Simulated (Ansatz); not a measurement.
## A failed SCF run of V2O3

V2O3 is taken as a measured crystal structure (space group R-3c), 10 atoms in the cell. Source: COD entry 9016535; the sample's temperature and pressure aren't taken into account, and it need not be the stable phase.

Level of theory: Ansatz development build ahead of 0.2.0, DFT, PBE, PAW, plane waves, scalar-relativistic.

```yaml
crystal:
  lattice:
    - [2.46609989, 1.42380344, 4.66367]
    - [-2.46609989, 1.42380344, 4.66367]
    - [0.0, -2.84760687, 4.66367]
  atoms:
    - { symbol: V, position: [0.3454, 0.3454, 0.3454], spin: 2.0 }
    - { symbol: V, position: [0.1546, 0.1546, 0.1546], spin: -2.0 }
    - { symbol: V, position: [0.6546, 0.6546, 0.6546], spin: -2.0 }
    - { symbol: V, position: [0.8454, 0.8454, 0.8454], spin: 2.0 }
    - { symbol: O, position: [0.5618, 0.9382, 0.25] }
    - { symbol: O, position: [0.25, 0.5618, 0.9382] }
    - { symbol: O, position: [0.9382, 0.25, 0.5618] }
    - { symbol: O, position: [0.4382, 0.0618, 0.75] }
    - { symbol: O, position: [0.75, 0.4382, 0.0618] }
    - { symbol: O, position: [0.0618, 0.75, 0.4382] }
magnetization:
  spin_polarized: true
hamiltonian:
  xc: pbe
  pseudopotentials: { kind: paw }
basis:
  ecutwfc: 420
kpoints:
  mp_grid: { grid: [4, 4, 4] }
scf:
  occupations: { method: fermi_dirac, width: 0.05 }
  lower_state_search: "off"
  algorithm: density_mixing
  max_iter: 60
  mixing: { algorithm: anderson, ndim: 1, beta: 0.3, preconditioner: none }
output:
  forces: true
  stress: true
```

The starting density is a sum of atomic densities.

A semilocal functional without U tends to delocalise d and f electrons, and can give a metal where the real compound is an insulator. Only one magnetic start was run, with no search, so the state need not be the lowest.

Launched as:
```sh
ansatz run input.yaml --threads 2 --pin off --max-ram 5120MiB --backend cpu --events-out ev --progress --plain --runs-dir out
```

Wall time and machine: 73 s on 2 threads of Arm Neoverse V2 (shared host), peak memory 0.38 GiB.

```
SCF iter   1: F=—  HF=-15062.629127 eV  |F-HF|=—  |Δ(HF+E_count)|=         —  Δρ=5.71e-2 (↑5.71e-2 ↓5.71e-2)  dr2=9.46e0  dr2_m=8.40e-1  M=-0.000 μB ∫|m|=6.667 μB  β_m=0.30  ethr=3.10e-3  ⟨swp⟩=5.5  Hψ=5031  notcnv=0  defer=30
SCF iter   2: F=—  HF=-15061.794274 eV  |F-HF|=—  |Δ(HF+E_count)|=   8.35e-1  Δρ=4.29e-2 (↑4.29e-2 ↓4.29e-2)  dr2=2.78e0  dr2_m=9.57e-1  M=-0.000 μB ∫|m|=6.105 μB  β_m=0.30  ethr=3.10e-3  ⟨swp⟩=3.0  Hψ=3390  notcnv=0  defer=74
SCF iter   3: F=—  HF=-15061.678207 eV  |F-HF|=—  |Δ(HF+E_count)|=   1.16e-1  Δρ=2.58e-2 (↑2.58e-2 ↓2.58e-2)  dr2=6.09e-1  dr2_m=3.87e-1  M=0.000 μB ∫|m|=6.265 μB  β_m=0.30  ethr=3.10e-3  ⟨swp⟩=2.2  Hψ=2504  notcnv=0  defer=92
SCF iter   4: F=—  HF=-15061.798541 eV  |F-HF|=—  |Δ(HF+E_count)|=   1.20e-1  Δρ=1.95e-2 (↑1.95e-2 ↓1.94e-2)  dr2=1.92e-1  dr2_m=2.70e-1  M=-0.002 μB ∫|m|=6.141 μB  β_m=0.30  ethr=6.92e-4  ⟨swp⟩=2.1  Hψ=2126  notcnv=0  defer=88
SCF iter   5: F=—  HF=-15061.889512 eV  |F-HF|=—  |Δ(HF+E_count)|=   9.10e-2  Δρ=1.39e-2 (↑1.36e-2 ↓1.39e-2)  dr2=6.68e-2  dr2_m=1.34e-1  M=0.012 μB ∫|m|=6.157 μB  β_m=1.00  ethr=2.19e-4  ⟨swp⟩=2.3  Hψ=2262  notcnv=0  defer=88
SCF iter   6: F=—  HF=-15061.987084 eV  |F-HF|=—  |Δ(HF+E_count)|=   9.76e-2  Δρ=5.25e-3 (↑5.25e-3 ↓4.96e-3)  dr2=4.25e-2  dr2_m=4.06e-3  M=-0.065 μB ∫|m|=6.160 μB  β_m=0.30  ethr=7.59e-5  ⟨swp⟩=2.2  Hψ=3020  notcnv=0  defer=88
SCF iter   7: F=—  HF=-15062.017032 eV  |F-HF|=—  |Δ(HF+E_count)|=   2.99e-2  Δρ=1.05e-2 (↑1.03e-2 ↓1.05e-2)  dr2=3.79e-1  dr2_m=3.23e-2  M=0.386 μB ∫|m|=6.149 μB  β_m=0.30  ethr=4.83e-5  ⟨swp⟩=2.2  Hψ=2082  notcnv=0  defer=107
[... 46 iterations left out ...]
SCF iter  54: F=—  HF=-15119.568158 eV  |F-HF|=—  |Δ(HF+E_count)|=   3.71e-2  Δρ=2.26e-1 (↑2.26e-1 ↓2.21e-1)  dr2=2.89e2  dr2_m=1.64e-1  M=-0.734 μB ∫|m|=0.750 μB  β_m=0.30  ethr=4.83e-5  ⟨swp⟩=5.7  Hψ=6242  notcnv=0  defer=202
SCF iter  55: F=—  HF=-15119.608570 eV  |F-HF|=—  |Δ(HF+E_count)|=   4.04e-2  Δρ=2.24e-1 (↑2.23e-1 ↓2.24e-1)  dr2=2.89e2  dr2_m=1.44e-1  M=0.846 μB ∫|m|=0.856 μB  β_m=0.30  ethr=4.83e-5  ⟨swp⟩=5.4  Hψ=5991  notcnv=0  defer=202
SCF iter  56: F=—  HF=-15119.587615 eV  |F-HF|=—  |Δ(HF+E_count)|=   2.10e-2  Δρ=2.26e-1 (↑2.26e-1 ↓2.21e-1)  dr2=2.89e2  dr2_m=1.39e-1  M=-0.668 μB ∫|m|=0.683 μB  β_m=0.30  ethr=4.83e-5  ⟨swp⟩=5.7  Hψ=6578  notcnv=0  defer=202
SCF iter  57: F=—  HF=-15119.611681 eV  |F-HF|=—  |Δ(HF+E_count)|=   2.41e-2  Δρ=2.24e-1 (↑2.23e-1 ↓2.24e-1)  dr2=2.89e2  dr2_m=1.20e-1  M=0.779 μB ∫|m|=0.789 μB  β_m=0.30  ethr=4.83e-5  ⟨swp⟩=5.9  Hψ=6969  notcnv=0  defer=202
SCF iter  58: F=—  HF=-15119.581139 eV  |F-HF|=—  |Δ(HF+E_count)|=   3.05e-2  Δρ=2.26e-1 (↑2.26e-1 ↓2.21e-1)  dr2=2.89e2  dr2_m=1.17e-1  M=-0.608 μB ∫|m|=0.621 μB  β_m=0.30  ethr=4.83e-5  ⟨swp⟩=12.0  Hψ=15532  notcnv=0
SCF iter  59: F=—  HF=-15119.615949 eV  |F-HF|=—  |Δ(HF+E_count)|=   3.48e-2  Δρ=2.24e-1 (↑2.23e-1 ↓2.24e-1)  dr2=2.89e2  dr2_m=1.01e-1  M=0.717 μB ∫|m|=0.725 μB  β_m=0.30  ethr=4.83e-5  ⟨swp⟩=12.3  Hψ=17437  notcnv=0
SCF iter  60: F=—  HF=-15119.596994 eV  |F-HF|=—  |Δ(HF+E_count)|=   1.90e-2  Δρ=2.26e-1 (↑2.26e-1 ↓2.21e-1)  dr2=2.89e2  dr2_m=9.87e-2  M=-0.552 μB ∫|m|=0.565 μB  β_m=0.30  ethr=4.83e-5  ⟨swp⟩=12.6  Hψ=16452  notcnv=0
did not converge after 60 iterations: dr2 = 2.89e2 (threshold 1.00e-7), under the density mixer `anderson` [...]
```

Diagnose the failure and say what to change.

The run falls into a cycle of 2 steps and the residual stays around 3e+02 eV: the moment flips between about -0.61 and 0.78 μB, as each step overshoots and the next one undoes it. The setting at fault is “linear mixing, β 0.3, no preconditioner”: with the default settings (MSR1 mixing, preconditioner Kerker) the same cell converges in 16 iterations, antiferromagnetic, site moments V1 1.13, V2 -1.13, V3 -1.13, V4 1.13 μB, total 0.00 μB per cell, no gap on the k-mesh. The step is too long for the response of this metal; Kerker's filter doesn't cure it, so long-wavelength sloshing isn't the whole cause. Changes that cure it: mixing history raised to 8 (17 iterations). Converges, but to another state than the default run: a switch to direct minimisation allowed after 20 iterations, with a limit of 60 (45 iterations, a free energy 14.9 meV/atom higher, forces change by up to 0.336 eV/Å, pressure 1.0 GPa against 2.5, moments V1 0.93, V2 0.93, V3 0.93, V4 0.93 μB against V1 1.13, V2 -1.13, V3 -1.13, V4 1.13). Makes the iteration stable but too slow for the limit: β lowered to 0.075 (not converged after 60 iterations). No help: Kerker preconditioner added (cycles, last residual 8e+01 eV).
